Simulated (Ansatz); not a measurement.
Input, command and steps of an Ansatz relaxation.

```yaml
crystal:
  lattice:
    - [5.8871090618, 3.6244778448, -3.4985038193]
    - [2.9878121023, 5.4307991632, 1.7688624358]
    - [4.7833952867, -2.4617539745, 2.4538001395]
  atoms:
    - { symbol: O, position: [0.5191977673, 0.3393142045, 0.5357693061] }
    - { symbol: O, position: [0.766467863, 0.5885219307, 0.662412991] }
    - { symbol: O, position: [0.8634356609, 0.3492715979, 0.1924108504] }
    - { symbol: O, position: [0.2977241188, 0.7032901255, 0.12092589] }
    - { symbol: O, position: [0.665230266, 0.9501588405, 0.1027946737] }
    - { symbol: O, position: [0.0635639085, 0.0488843919, 0.6310058803] }
    - { symbol: O, position: [0.3832192999, 0.0698090389, 0.8736194112] }
    - { symbol: O, position: [0.646412276, 0.330441385, 0.8895501749] }
    - { symbol: O, position: [0.9120495466, 0.9168766599, 0.4187546364] }
    - { symbol: O, position: [0.2603406297, 0.3677561024, 0.3212687182] }
    - { symbol: O, position: [0.4663725352, 0.7402660563, 0.4040158385] }
    - { symbol: O, position: [0.159748199, 0.5977838257, 0.811555877] }
    - { symbol: Sc, position: [0.590801968, 0.6862239731, 0.0202571313] }
    - { symbol: "Y", position: [0.5620251352, 0.9759708288, 0.4919573744] }
    - { symbol: "Y", position: [0.9525604433, 0.9796707455, 0.0225422619] }
    - { symbol: Ta, position: [0.7802530902, 0.3301147942, 0.5169295243] }
    - { symbol: Ta, position: [0.3930895586, 0.3189588555, 0.0039396361] }
    - { symbol: Ta, position: [0.2286981259, 0.6959233096, 0.4782860775] }
  symmetry: { detect: false }
basis:
  ecutwfc: 500
kpoints:
  mp_grid: { grid: [3, 4, 3] }
hamiltonian:
  xc: r2scan
scf:
  occupations: { method: gaussian, width: 0.1 }
  lower_state_search: "off"
output:
  forces: true
  stress: true
  eigenvalues: true
relax:
  adjacent_minimum: "off"
  f_tol: 0.04
  max_steps: 25
  cell: { stress_tol: 0.3 }
```

```bash
ansatz run input.yaml --threads 4 --pin off --max-ram 9216MiB --backend cpu --events-out ev --progress --plain --runs-dir out
```

These are results of DFT r2SCAN, scalar-relativistic, plane waves, PAW (Ansatz), not measurements.

Of 10 frames 10 are shown, positions in Å and forces in eV/Å; the SCF threshold varies from step to step. Steps run on the plane waves of an earlier cell, with a Pulay correction in the pressure. The basis is chosen afresh for the last frame, the zero of the energies, and can be on the way; energy and pressure step there, also at an unchanged geometry.

```xyz
18
Lattice="5.8871 3.6245 -3.4985 2.9878 5.4308 1.7689 4.7834 -2.4618 2.4538" Properties=species:S:1:pos:R:3:forces:R:3 pbc="T T T" step=1 free_energy_over_end_meV_per_atom=2.32 pressure_GPa=0.21
O     6.6332    2.4056    0.0985    0.0650    0.1370   -0.1270
O     9.4393    4.3435   -0.0150    0.0150    0.0060    0.0410
O     7.0471    4.5527   -1.9308    0.0450   -0.0920    0.0560
O     4.4325    4.6008    0.4992    0.0900    0.1160    0.1980
O     7.2469    7.3182   -0.3944   -0.0100   -0.1060   -0.0370
O     3.5386   -1.0575    1.4125   -0.0250    0.0740    0.0290
O     6.6435   -0.3825    0.9265    0.0220   -0.0590   -0.0340
O     9.0479    1.9476    0.5058   -0.0230   -0.0030    0.1040
O    10.1119    7.2542   -0.5414    0.0000    0.0010    0.0240
O     4.1682    2.1499    0.5280   -0.2280   -0.0420    0.0360
O     6.8899    4.7160    0.6692    0.0850    0.0260   -0.0020
O     6.6085    1.8276    2.4899    0.1840    0.0710    0.0740
Sc    5.6253    5.8182   -0.8034    0.0580    0.0610    0.0540
Y     8.5779    6.1263    0.9673    0.0180    0.0500    0.0330
Y     8.6427    8.7174   -1.5443   -0.0310    0.0000   -0.1460
Ta    8.0524    3.3482   -0.8773    0.1340   -0.0420   -0.1340
Ta    3.2860    3.1472   -0.8014   -0.0620   -0.1730   -0.0460
Ta    5.7135    3.4309    1.6045   -0.3360   -0.0240   -0.1240
18
Lattice="5.9202 3.6096 -3.4934 3.0003 5.4309 1.7822 4.7906 -2.4405 2.4286" Properties=species:S:1:pos:R:3:forces:R:3 pbc="T T T" step=2 free_energy_over_end_meV_per_atom=1.31 pressure_GPa=-0.09
O     6.6578    2.4287    0.0781   -0.1960   -0.1120   -0.0820
O     9.4733    4.3547   -0.0174    0.0310   -0.0260    0.0010
O     7.0786    4.5453   -1.9322    0.0320   -0.0270    0.0240
O     4.4430    4.6141    0.5126    0.2860   -0.1100    0.1660
O     7.2778    7.3048   -0.3859   -0.0100   -0.0200    0.0410
O     3.5373   -1.0369    1.3814   -0.0300    0.0500    0.1750
O     6.6703   -0.3838    0.9087    0.0560    0.0890    0.0550
O     9.0844    1.9517    0.5033   -0.0450   -0.0090   -0.0490
O    10.1612    7.2500   -0.5349   -0.0120   -0.0790    0.0440
O     4.1555    2.1299    0.5530    0.0890    0.1180   -0.1390
O     6.9289    4.7122    0.6755   -0.0910    0.0980   -0.0170
O     6.6532    1.8497    2.4751    0.0050   -0.0610   -0.0220
Sc    5.6605    5.8074   -0.7900    0.0600    0.0070    0.0310
Y     8.6134    6.1357    0.9800    0.0150   -0.1330   -0.0400
Y     8.6812    8.7100   -1.5314    0.0740   -0.0200   -0.0620
Ta    8.0979    3.3491   -0.8889    0.0260    0.0720   -0.0860
Ta    3.3035    3.1260   -0.7937   -0.1780   -0.0260   -0.0080
Ta    5.7208    3.4353    1.5935   -0.1110    0.1900   -0.0330
18
Lattice="5.9203 3.6131 -3.4938 3.0014 5.4382 1.7865 4.7860 -2.4376 2.4263" Properties=species:S:1:pos:R:3:forces:R:3 pbc="T T T" step=3 free_energy_over_end_meV_per_atom=0.64 pressure_GPa=0.03
O     6.6445    2.4345    0.0721   -0.0860   -0.0050   -0.0260
O     9.4717    4.3592   -0.0178    0.0150    0.0030    0.0210
O     7.0777    4.5504   -1.9316   -0.0040    0.0190   -0.0220
O     4.4561    4.6199    0.5235    0.0810    0.0030    0.0750
O     7.2789    7.3137   -0.3818   -0.0120   -0.0240   -0.0250
O     3.5316   -1.0327    1.3886    0.0060    0.0040    0.0430
O     6.6684   -0.3781    0.9080   -0.0070    0.0330    0.0250
O     9.0792    1.9589    0.5008   -0.0450   -0.0340    0.0170
O    10.1594    7.2551   -0.5279    0.0140   -0.0520   -0.0200
O     4.1597    2.1418    0.5437    0.0250    0.0450   -0.0110
O     6.9251    4.7228    0.6795    0.0010    0.0560   -0.0020
O     6.6515    1.8578    2.4743    0.0470   -0.0450    0.0130
Sc    5.6636    5.8156   -0.7859    0.0740   -0.0010    0.0150
Y     8.6125    6.1390    0.9804    0.0060   -0.0150   -0.0330
Y     8.6861    8.7183   -1.5298   -0.0110   -0.0080    0.0070
Ta    8.0933    3.3559   -0.8895    0.0290   -0.0450    0.0520
Ta    3.3003    3.1319   -0.7961   -0.1040   -0.0160   -0.0410
Ta    5.7169    3.4466    1.5977   -0.0280    0.0790   -0.0890
18
Lattice="5.9239 3.6170 -3.4892 3.0069 5.4451 1.7912 4.7863 -2.4337 2.4256" Properties=species:S:1:pos:R:3:forces:R:3 pbc="T T T" step=4 free_energy_over_end_meV_per_atom=0.36 pressure_GPa=0.05
O     6.6372    2.4447    0.0689   -0.0090    0.0250    0.0080
O     9.4786    4.3649   -0.0094   -0.0200   -0.0200    0.0010
O     7.0845    4.5547   -1.9275   -0.0140   -0.0050   -0.0010
O     4.4707    4.6311    0.5371   -0.0090    0.0680    0.0050
O     7.2837    7.3208   -0.3782    0.0000   -0.0260   -0.0460
O     3.5317   -1.0305    1.3937    0.0030   -0.0140   -0.0100
O     6.6682   -0.3722    0.9094   -0.0100    0.0230    0.0040
O     9.0788    1.9644    0.5085   -0.0330   -0.0090   -0.0110
O    10.1705    7.2596   -0.5201   -0.0050   -0.0240    0.0040
O     4.1636    2.1547    0.5421   -0.0020   -0.0100    0.0190
O     6.9328    4.7361    0.6858    0.0390   -0.0040    0.0040
O     6.6611    1.8664    2.4769    0.0490   -0.0240    0.0070
Sc    5.6744    5.8224   -0.7785    0.0580    0.0160    0.0060
Y     8.6203    6.1483    0.9830    0.0120    0.0110   -0.0270
Y     8.6956    8.7265   -1.5192   -0.0110   -0.0060    0.0060
Ta    8.0986    3.3602   -0.8817    0.0530    0.0070    0.0280
Ta    3.2961    3.1348   -0.7964   -0.0790   -0.0430    0.0430
Ta    5.7214    3.4595    1.5989   -0.0210    0.0340   -0.0400
18
Lattice="5.9284 3.6257 -3.4847 3.0146 5.4538 1.7936 4.7855 -2.4293 2.4256" Properties=species:S:1:pos:R:3:forces:R:3 pbc="T T T" step=5 free_energy_over_end_meV_per_atom=0.19 pressure_GPa=0.04
O     6.6322    2.4602    0.0659    0.0110    0.0360    0.0330
O     9.4863    4.3734   -0.0030    0.0150    0.0050    0.0020
O     7.0918    4.5611   -1.9233   -0.0330    0.0180   -0.0130
O     4.4844    4.6517    0.5470   -0.0200    0.0470    0.0030
O     7.2917    7.3309   -0.3797   -0.0070   -0.0320   -0.0200
O     3.5313   -1.0291    1.3963    0.0150   -0.0180   -0.0470
O     6.6668   -0.3625    0.9116   -0.0140   -0.0040   -0.0110
O     9.0762    1.9731    0.5159   -0.0350   -0.0300   -0.0110
O    10.1833    7.2713   -0.5132   -0.0080   -0.0120   -0.0080
O     4.1663    2.1670    0.5444   -0.0190   -0.0240    0.0260
O     6.9460    4.7512    0.6907    0.0320   -0.0320    0.0100
O     6.6724    1.8772    2.4791    0.0100    0.0010    0.0060
Sc    5.6898    5.8344   -0.7732    0.0290    0.0030   -0.0060
Y     8.6321    6.1635    0.9826    0.0220    0.0490   -0.0210
Y     8.7069    8.7410   -1.5108   -0.0230    0.0030    0.0360
Ta    8.1075    3.3700   -0.8751   -0.0070   -0.0230    0.0660
Ta    3.2900    3.1371   -0.7925    0.0200    0.0250   -0.0040
Ta    5.7260    3.4767    1.5979    0.0140   -0.0110   -0.0420
18
Lattice="5.9356 3.6451 -3.4678 3.0376 5.4636 1.7977 4.7885 -2.4166 2.4357" Properties=species:S:1:pos:R:3:forces:R:3 pbc="T T T" step=6 free_energy_over_end_meV_per_atom=0.12 pressure_GPa=0.04
O     6.6299    2.4795    0.0908   -0.0030    0.0320   -0.0030
O     9.5203    4.3946    0.0104   -0.0240   -0.0250    0.0140
O     7.0950    4.5787   -1.9091   -0.0130    0.0070   -0.0230
O     4.5231    4.6818    0.5682    0.0170    0.0150    0.0050
O     7.3215    7.3428   -0.3729    0.0000    0.0010   -0.0120
O     3.5309   -1.0142    1.3988    0.0080    0.0090   -0.0340
O     6.6742   -0.3416    0.9193   -0.0230    0.0020    0.0010
O     9.0696    1.9953    0.5368    0.0520    0.0330   -0.0130
O    10.2141    7.3055   -0.4790   -0.0150   -0.0080   -0.0200
O     4.1550    2.1782    0.5516    0.0500    0.0440    0.0150
O     7.0007    4.7552    0.6888    0.0060    0.0000    0.0540
O     6.6958    1.8986    2.5018   -0.0100    0.0270    0.0200
Sc    5.7225    5.8539   -0.7673   -0.0070    0.0410   -0.0160
Y     8.6705    6.1951    0.9918   -0.0290   -0.0040   -0.0010
Y     8.7345    8.7701   -1.4857   -0.0250    0.0050   -0.0190
Ta    8.1106    3.4027   -0.8366    0.0350   -0.0270    0.0230
Ta    3.2863    3.1426   -0.7869   -0.0370   -0.0690    0.0380
Ta    5.7481    3.5084    1.6166    0.0190   -0.0840   -0.0310
18
Lattice="5.9326 3.6431 -3.4713 3.0309 5.4671 1.7977 4.7859 -2.4214 2.4317" Properties=species:S:1:pos:R:3:forces:R:3 pbc="T T T" step=7 free_energy_over_end_meV_per_atom=0.05 pressure_GPa=-0.09
O     6.6269    2.4805    0.0815    0.0090   -0.0120   -0.0020
O     9.5082    4.3916    0.0101   -0.0030   -0.0080   -0.0030
O     7.0905    4.5773   -1.9125    0.0340   -0.0420    0.0400
O     4.5151    4.6838    0.5660   -0.0240    0.0140   -0.0200
O     7.3099    7.3458   -0.3752   -0.0170    0.0040    0.0220
O     3.5306   -1.0213    1.3954   -0.0360    0.0230    0.0240
O     6.6670   -0.3457    0.9178    0.0180    0.0240    0.0140
O     9.0684    1.9910    0.5314   -0.0260   -0.0280    0.0120
O    10.2024    7.3002   -0.4894   -0.0080    0.0020    0.0050
O     4.1619    2.1837    0.5519   -0.0060   -0.0020    0.0000
O     6.9866    4.7596    0.6936    0.0270   -0.0160   -0.0020
O     6.6878    1.8972    2.4952    0.0260   -0.0330   -0.0010
Sc    5.7149    5.8572   -0.7668   -0.0010   -0.0110   -0.0120
Y     8.6583    6.1943    0.9886    0.0010   -0.0020   -0.0210
Y     8.7238    8.7702   -1.4907    0.0160    0.0180    0.0110
Ta    8.1097    3.3949   -0.8450    0.0150    0.0360   -0.0760
Ta    3.2838    3.1430   -0.7858    0.0060    0.0110   -0.0220
Ta    5.7413    3.5028    1.6077   -0.0320    0.0220    0.0310
18
Lattice="5.9318 3.6414 -3.4663 3.0322 5.4673 1.8006 4.7877 -2.4203 2.4322" Properties=species:S:1:pos:R:3:forces:R:3 pbc="T T T" step=8 free_energy_over_end_meV_per_atom=0.04 pressure_GPa=-0.07
O     6.6312    2.4737    0.0891    0.0010   -0.0080   -0.0060
O     9.5117    4.3906    0.0138   -0.0080   -0.0020   -0.0050
O     7.0914    4.5757   -1.9070    0.0180   -0.0230    0.0230
O     4.5213    4.6914    0.5709   -0.0370   -0.0220    0.0260
O     7.3087    7.3465   -0.3698   -0.0110   -0.0070    0.0170
O     3.5276   -1.0196    1.3956   -0.0140    0.0030    0.0040
O     6.6660   -0.3446    0.9210    0.0180    0.0110   -0.0050
O     9.0722    1.9923    0.5400   -0.0140   -0.0190   -0.0200
O    10.2006    7.2988   -0.4830   -0.0060    0.0000   -0.0010
O     4.1628    2.1880    0.5534   -0.0010   -0.0010    0.0070
O     6.9935    4.7521    0.6967    0.0070   -0.0070   -0.0030
O     6.6907    1.8967    2.5023    0.0140   -0.0050    0.0010
Sc    5.7130    5.8530   -0.7635    0.0190    0.0410   -0.0110
Y     8.6591    6.1938    0.9910    0.0110    0.0050   -0.0080
Y     8.7254    8.7720   -1.4834    0.0100    0.0070    0.0050
Ta    8.1098    3.3955   -0.8389    0.0130    0.0180   -0.0260
Ta    3.2802    3.1429   -0.7851   -0.0060   -0.0060   -0.0150
Ta    5.7407    3.5016    1.6110   -0.0140    0.0130    0.0160
18
Lattice="5.9296 3.6389 -3.4688 3.0287 5.4655 1.7999 4.7859 -2.4214 2.4311" Properties=species:S:1:pos:R:3:forces:R:3 pbc="T T T" step=9 free_energy_over_end_meV_per_atom=0.02 pressure_GPa=0.02
O     6.6261    2.4746    0.0842    0.0030    0.0010   -0.0020
O     9.5073    4.3871    0.0116    0.0100    0.0020    0.0040
O     7.0890    4.5730   -1.9079   -0.0010    0.0030   -0.0040
O     4.5128    4.6850    0.5672    0.0060    0.0020    0.0020
O     7.3038    7.3417   -0.3694   -0.0020   -0.0040   -0.0090
O     3.5261   -1.0204    1.3949   -0.0010    0.0020    0.0080
O     6.6645   -0.3456    0.9191    0.0000   -0.0060   -0.0040
O     9.0660    1.9868    0.5329   -0.0010   -0.0070    0.0060
O    10.1939    7.2941   -0.4873   -0.0050    0.0030    0.0020
O     4.1609    2.1834    0.5542   -0.0060    0.0040   -0.0010
O     6.9872    4.7515    0.6972   -0.0020    0.0030   -0.0080
O     6.6871    1.8948    2.4985   -0.0050   -0.0020    0.0090
Sc    5.7125    5.8539   -0.7651   -0.0050    0.0050    0.0100
Y     8.6555    6.1903    0.9882    0.0030    0.0040    0.0110
Y     8.7196    8.7673   -1.4856    0.0050    0.0050   -0.0080
Ta    8.1079    3.3922   -0.8431   -0.0050   -0.0110    0.0010
Ta    3.2804    3.1417   -0.7840    0.0060    0.0040    0.0000
Ta    5.7361    3.4994    1.6093   -0.0010   -0.0090   -0.0160
18
Lattice="5.9296 3.6389 -3.4688 3.0287 5.4655 1.7999 4.7859 -2.4214 2.4311" Properties=species:S:1:pos:R:3:forces:R:3 pbc="T T T" step=10 free_energy_over_end_meV_per_atom=0.00 pressure_GPa=0.02
O     6.6261    2.4746    0.0842    0.0030    0.0010   -0.0030
O     9.5073    4.3871    0.0116    0.0100    0.0020    0.0040
O     7.0890    4.5730   -1.9079   -0.0010    0.0030   -0.0040
O     4.5128    4.6850    0.5672    0.0060    0.0020    0.0020
O     7.3038    7.3417   -0.3694   -0.0020   -0.0040   -0.0090
O     3.5261   -1.0204    1.3949   -0.0010    0.0030    0.0080
O     6.6645   -0.3456    0.9191    0.0010   -0.0060   -0.0040
O     9.0660    1.9868    0.5329   -0.0010   -0.0070    0.0060
O    10.1939    7.2941   -0.4873   -0.0050    0.0030    0.0030
O     4.1609    2.1834    0.5542   -0.0060    0.0040   -0.0010
O     6.9872    4.7515    0.6972   -0.0020    0.0030   -0.0080
O     6.6871    1.8948    2.4985   -0.0050   -0.0020    0.0090
Sc    5.7125    5.8539   -0.7651   -0.0050    0.0050    0.0100
Y     8.6555    6.1903    0.9882    0.0030    0.0040    0.0110
Y     8.7196    8.7673   -1.4856    0.0050    0.0050   -0.0080
Ta    8.1079    3.3922   -0.8431   -0.0050   -0.0110    0.0010
Ta    3.2804    3.1417   -0.7840    0.0060    0.0050    0.0000
Ta    5.7361    3.4994    1.6093   -0.0010   -0.0090   -0.0170
```

Time: 3.8 min on 4 threads of Intel(R) Xeon(R) Platinum 8259CL CPU @ 2.50GHz (Skylake/Cascade Lake) (shared host), peak memory 1.6 GiB.

The k mesh is coarse. Spin–orbit coupling is left out, which can shift energies with elements as heavy as these.